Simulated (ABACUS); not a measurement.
# Sm (P6_3/mmc) in ABACUS: further runs

The runs below take Sm through single point, with PBE.

Everything below comes from runs of ABACUS 3.10.1. Logs are shortened: lines on timing, memory, paths and dates and some standing lists are left out, and cuts for length are marked.

## 1. Starting point

It takes space group P6_3/mmc (No. 194, hexagonal). Conventional cell: a = 3.644 Å, b = 3.644 Å, c = 5.876 Å, α = 90.00°, β = 90.00°, γ = 120.00°. Around Sm (site symmetry -6m2) lie 12 Sm at 3.61 to 3.64 Å.

This isn't the form of Sm at room conditions, which is rhombohedral.

## 2. Single point, PBE, collinear spin, ferromagnetic start

The input, INPUT:

```
INPUT_PARAMETERS
suffix              Sm
calculation         scf
basis_type          pw
pseudo_dir          ./
symmetry            1
dft_functional      pbe
ecutwfc             50
pseudo_rcut         10
nspin               2
nbands              15
ks_solver           dav
smearing_method     fd
smearing_sigma      0.00367493
scf_thr             1e-08
scf_nmax            100
mixing_type         broyden
mixing_beta         0.4
cal_force           1
cal_stress          1
kpar                4
```

The input, STRU:

```
ATOMIC_SPECIES
Sm 150.3600 Sm.upf

LATTICE_CONSTANT
1.8897261246

LATTICE_VECTORS
3.6440000000 0.0000000000 0.0000000000
-1.8220000000 3.1557965714 0.0000000000
0.0000000000 0.0000000000 5.8760000000

ATOMIC_POSITIONS
Direct

Sm
0.0
2
0.6666666667 0.3333333333 0.7500000000 1 1 1 mag 0
0.3333333333 0.6666666667 0.2500000000 1 1 1 mag 0
```

The input, KPT:

```
K_POINTS
0
Gamma
8 8 5 0 0 0
```

Potentials or basis: PseudoDojo NC SR 0.4.1 PBE standard, lanthanides 3+ (f in core), plane waves.

The run is started by

```bash
$ OMP_NUM_THREADS=1 mpirun -np 4 abacus > log
```

running log:

```text
ABACUS v3.10.1

               Atomic-orbital Based Ab-initio Computation at UStc

 ------------------------------------------------------------------------------------

 READING GENERAL INFORMATION
                           global_out_dir = OUT.Sm/
                           global_in_card = INPUT
                               pseudo_dir = ./
                              orbital_dir =
                                    DSIZE = 4
                                    GSIZE = 1

 READING UNITCELL INFORMATION
                                    ntype = 1
                  lattice constant (Bohr) = 1.88973
              lattice constant (Angstrom) = 1

 READING ATOM TYPE 1
                               atom label = Sm
                      L=0, number of zeta = 1
                      L=1, number of zeta = 1
                      L=2, number of zeta = 1
             number of atom for this type = 2
               magnetization of element 1 = 0
          Autoset magnetism for this atom = 1
          Autoset magnetism for this atom = 1

                        TOTAL ATOM NUMBER = 2
DIRECT COORDINATES
    atom                   x                   y                   z     mag                  vx                  vy                  vz
taud_Sm1            0.6666666667        0.3333333333        0.7500000000  1.0000        0.0000000000        0.0000000000        0.0000000000
taud_Sm2            0.3333333333        0.6666666667        0.2500000000  1.0000        0.0000000000        0.0000000000        0.0000000000

                          Volume (Bohr^3) = 456.001
                             Volume (A^3) = 67.5723

 Lattice vectors: (Cartesian coordinate: in unit of a_0)
               +3.644                  +0                  +0
               -1.822             +3.1558                  +0
                   +0                  +0              +5.876
 Reciprocal vectors: (Cartesian coordinate: in unit of 2 pi/a_0)
            +0.274424           +0.158439                  -0
                   -0           +0.316877                  -0
                   +0                  -0           +0.170184
 The esolver type has been set to : ksdft_pw

                PAO radial cut off (Bohr) = 10

 Read in pseudopotential file is Sm.upf
                     pseudopotential type = NC
          exchange-correlation functional = PBE
                 nonlocal core correction = 1
                        valence electrons = 11
                                     lmax = 3
                           number of zeta = 4
                     number of projectors = 7
                           L of projector = 0
                           L of projector = 0
                           L of projector = 1
                           L of projector = 1
                           L of projector = 2
[... 197 lines left out ...]
 -------------------------------------------
                                 init_chg = atomic

 PW ALGORITHM --------------- ION=   1  ELEC=   1--------------------------------
 Notice: Threshold on eigenvalues was too large.
 hsover_error=0.22 > DRHO=0.0132611
 Origin diag ethr = 0.01
 New diag ethr = 6.02778e-05
          total magnetism (Bohr mag/cell) = 0.701691
       absolute magnetism (Bohr mag/cell) = 0.701804
                        nelec for spin up = 11.3508
                      nelec for spin down = 10.6492

 Density error is 0.0133409622978
                          Error Threshold = 6.02778146185e-05
----------------------------------------------------------
     Energy           Rydberg                 eV
----------------------------------------------------------
 E_KohnSham     -160.2596719793      -2180.4446985297
 E_Harris       -160.6524453054      -2185.7886537870
 E_Fermi        0.7787285569         10.5951455691
----------------------------------------------------------
[... 103 lines left out ...]
 Density error is 9.84781405183e-09
                          Error Threshold = 1.83841669858e-10
----------------------------------------------------------
     Energy           Rydberg                 eV
----------------------------------------------------------
 E_KohnSham     -160.2664785163      -2180.5373062163
 E_KS(sigma->0) -160.2653041835      -2180.5213285984
 E_Harris       -160.2663913597      -2180.5361203900
 E_band         -13.5873561998       -184.8654650732
 E_one_elec     -25.7666842211       -350.5737239735
 E_Hartree      19.7888815218        269.2415457436
 E_xc           -39.8807678902       -542.6056839228
 E_Ewald        -114.4055592611      -1556.5674888277
 E_entropy(-TS) -0.0023486657        -0.0319552359
 E_descf        0.0000000000         0.0000000000
 E_exx          0.0000000000         0.0000000000
 E_Fermi        0.7731444814         10.5191703238
----------------------------------------------------------

 charge density convergence is achieved
 final etot is -2180.5373062 eV
 EFERMI = 10.519170324 eV

 STATE ENERGY(eV) AND OCCUPATIONS    NSPIN == 2
SPIN UP :
 1/8 kpoint (Cartesian) = 0.0000 0.0000 0.0000 (2731 pws)
       1       -30.5687     0.00312500
       2       -30.4724     0.00312500
       3       -10.4221     0.00312500
       4       -9.66819     0.00312500
       5       -9.66819     0.00312500
       6       -9.54553     0.00312500
       7       -9.54553     0.00312500
       8       -9.51628     0.00312500
       9        6.18378     0.00312500
      10        8.48617     0.00312500
      11        12.1183    4.02317e-17
      12        12.1183    4.02317e-17
      13        12.1798    1.17704e-17
      14        12.1993    7.96977e-18
      15        12.7545    1.19962e-22
[... 71 lines left out ...]
       2       -30.4590      0.0187500
       3       -10.3000      0.0187500
       4       -9.90382      0.0187500
       5       -9.85856      0.0187500
       6       -9.71770      0.0187500
       7       -9.60689      0.0187500
       8       -9.57033      0.0187500
       9        7.24581      0.0187500
      10        9.43655      0.0187500
      11        10.8186    4.69199e-05
      12        10.8398    3.07208e-05
      13        11.9629    5.40730e-15
      14        12.2789    9.73053e-18
      15        12.9727    9.15544e-24

[... levels at 10 further k points ...]

------------------------------------------------------------------------------------------
 TOTAL-FORCE (eV/Angstrom)
------------------------------------------------------------------------------------------
                       Sm1         0.0000000000         0.0000000000         0.0000000000
                       Sm2         0.0000000000         0.0000000000         0.0000000000
------------------------------------------------------------------------------------------

----------------------------------------------------------------
 TOTAL-STRESS (KBAR)
----------------------------------------------------------------
         1.2788935364         0.0000000000        -0.0000000000
         0.0000000000         1.2788935364        -0.0000000000
         0.0000000000        -0.0000000000        -4.5794100549
----------------------------------------------------------------
 TOTAL-PRESSURE: -0.673874 KBAR

 --------------------------------------------
 !FINAL_ETOT_IS -2180.5373062163112081 eV
 --------------------------------------------
```

Wall time 4 s (4 MPI ranks of AMD EPYC 9R45 (Zen 5), shared host); peak memory 0.36 GiB.

Results:

```
Free energy            : -2180.5373 eV
Band gap on the k mesh : none (metal or under the smearing width)
Net moment             : 0.00 μB per cell
Absolute moment        : 0.00 μB per cell
```

Caveat: the magnetic or orbital state may not be the lowest; all typed moments are zero, and the program then starts from 1 μB on every atom; spin-orbit coupling is left out, which moves the levels of the heavy elements; the 4f electrons are frozen in the core as for a trivalent ion, so they carry no moment and show no levels. The state reached can hang on the start; a lower one may exist.

## 3. Single point, PBE, collinear spin, ferromagnetic start (atoms moved at random, drawn with an rms of 0.05 Å)

INPUT, as its differences from that of step 2:

```diff
@@ -20,2 +20,4 @@
 cal_stress          1
-kpar                4
+out_chg             1
+out_pot             2
+out_elf             1
```

STRU, as its differences from that of step 2:

```diff
@@ -17,3 +17,3 @@
 2
-0.6666666667 0.3333333333 0.7500000000 1 1 1 mag 0
-0.3333333333 0.6666666667 0.2500000000 1 1 1 mag 0
+0.6836790000 0.3465280000 0.7544830000 1 1 1 mag 0
+0.3210770000 0.6597420000 0.2556800000 1 1 1 mag 0
```

KPT is that of step 2.

Potentials or basis: PseudoDojo NC SR 0.4.1 PBE standard, lanthanides 3+ (f in core), plane waves.

The run is started by

```bash
$ OMP_NUM_THREADS=1 mpirun -np 4 abacus > log
```

It took 26 s on 4 MPI ranks of AMD EPYC 9R45 (Zen 5), shared host; peak memory 0.48 GiB.

The run converged. Its results:

| Item | Value |
| --- | --- |
| Free energy | -2180.5344 eV |
| Largest force | 0.064 eV/Å |
| Band gap on the k mesh | none (metal or under the smearing width) |
| Net moment | 0.00 μB per cell |
| Absolute moment | 0.00 μB per cell |

Forces on the atoms (eV/Å):
```
Sm  -0.047 -0.041  0.012
Sm   0.047  0.041 -0.012
```

Levels at points of the mesh, in eV from the Fermi level:
Spin up:
```csv
k point,band 7,band 8,band 9,band 10,band 11,band 12,band 13,band 14,band 15
"(0.00, 0.00, 0.00)",-20.06,-20.04,-4.34,-2.03,1.56,1.63,1.64,1.67,2.17
"(0.50, 0.00, 0.00)",-20.31,-20.18,-1.50,-1.49,-0.96,0.56,1.21,1.42,2.02
"(0.00, 0.50, 0.00)",-20.22,-20.17,-1.63,-1.50,-1.18,0.64,1.37,1.63,2.12
"(0.50, 0.50, 0.00)",-20.24,-20.17,-1.60,-1.50,-1.13,0.62,1.39,1.54,2.09
```
Spin down:
| k point | band 9 | band 10 | band 11 | band 12 | band 13 | band 14 |
| --- | --- | --- | --- | --- | --- | --- |
| (0.00, 0.00, 0.00) | -4.34 | -2.03 | 1.56 | 1.63 | 1.64 | 1.67 |
| (0.50, 0.00, 0.00) | -1.50 | -1.49 | -0.96 | 0.56 | 1.21 | 1.42 |
| (0.00, 0.50, 0.00) | -1.63 | -1.50 | -1.18 | 0.64 | 1.37 | 1.63 |
| (0.50, 0.50, 0.00) | -1.60 | -1.50 | -1.13 | 0.62 | 1.39 | 1.54 |

Caveat: the magnetic or orbital state may not be the lowest; all typed moments are zero, and the program then starts from 1 μB on every atom; spin-orbit coupling is left out, which moves the levels of the heavy elements; the 4f electrons are frozen in the core as for a trivalent ion, so they carry no moment and show no levels. The state reached can hang on the start; a lower one may exist.
